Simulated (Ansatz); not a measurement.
Ti3SiC2 (MAX-312 type, space group P6_3/mmc)

```yaml
crystal:
  lattice:
    - [3.04238, 0.00000, 0.00000]
    - [-1.52119, 2.63478, 0.00000]
    - [0.00000, 0.00000, 17.57708]
  atoms:
    - { symbol: Ti, position: [0.00000, 0.00000, 0.00000] }
    - { symbol: Ti, position: [0.00000, 0.00000, 0.50000] }
    - { symbol: Ti, position: [0.33333, 0.66667, 0.13496] }
    - { symbol: Ti, position: [0.66667, 0.33333, 0.63496] }
    - { symbol: Ti, position: [0.66667, 0.33333, 0.86504] }
    - { symbol: Ti, position: [0.33333, 0.66667, 0.36504] }
    - { symbol: Si, position: [0.00000, 0.00000, 0.25000] }
    - { symbol: Si, position: [0.00000, 0.00000, 0.75000] }
    - { symbol: C, position: [0.33333, 0.66667, 0.57218] }
    - { symbol: C, position: [0.66667, 0.33333, 0.07218] }
    - { symbol: C, position: [0.66667, 0.33333, 0.42782] }
    - { symbol: C, position: [0.33333, 0.66667, 0.92782] }
```

Equation-of-state scan: isotropic scaling of the cell above, V₀ being its volume. The atoms relax within the cell's symmetry.

Level of theory: PBEsol (plane waves to 420 eV, PAW, scalar-relativistic; Ansatz, a quantum-chemistry and plane-wave program). k mesh 14×14×3 (Γ-centred), Fermi-Dirac smearing 0.05 eV. E stands for the smeared free energy. Stress and pressure are positive under compression. With the shape held, the modulus is that of even scaling; a crystal free to change shape is softer. Ti3SiC2 is run without spin polarisation. Ti3SiC2 was relaxed with its symmetry unable to fall. The zero of ΔE is the relaxed starting cell. The last digit holds for this mesh only.

```
V (Å³/atom)  ΔE (meV/atom)
-----------  -------------
10.567                86.7
10.802                53.4
11.037            withheld
11.272                12.4
11.507                 3.0
11.742                 0.0
11.976                 2.8
12.211                10.8
12.446                23.4
12.681                40.2
12.916                60.7
```

### Question
Fit a third-order Birch-Murnaghan form (E₀, V₀, B₀, B₀′ free) to the given rows and predict ΔE at V = 11.037.

### Answer
Least squares on the 10 given rows: ΔE = E₀ + (9V₀B₀/16)·y²·[2 + (B₀′ − 4)y], y = (V₀/V)^(2/3) − 1, with V₀ = 11.741 Å³/atom, B₀ = 196.1 GPa (160.2 GPa = 1 eV/Å³; the term in eV is multiplied by 1000), B₀′ = 4.35, E₀ = 0.05 meV/atom; root-mean-square residual 0.03 meV/atom. At 11.037 the fit gives 28.9 meV/atom; the calculation gives 28.9 meV/atom, the same to the digits shown. For the pressure the fit gives 13.9 GPa against the computed 13.9 GPa.

(Under strain, the slope of the energy per volume gives the stress and its curvature an elastic modulus.)
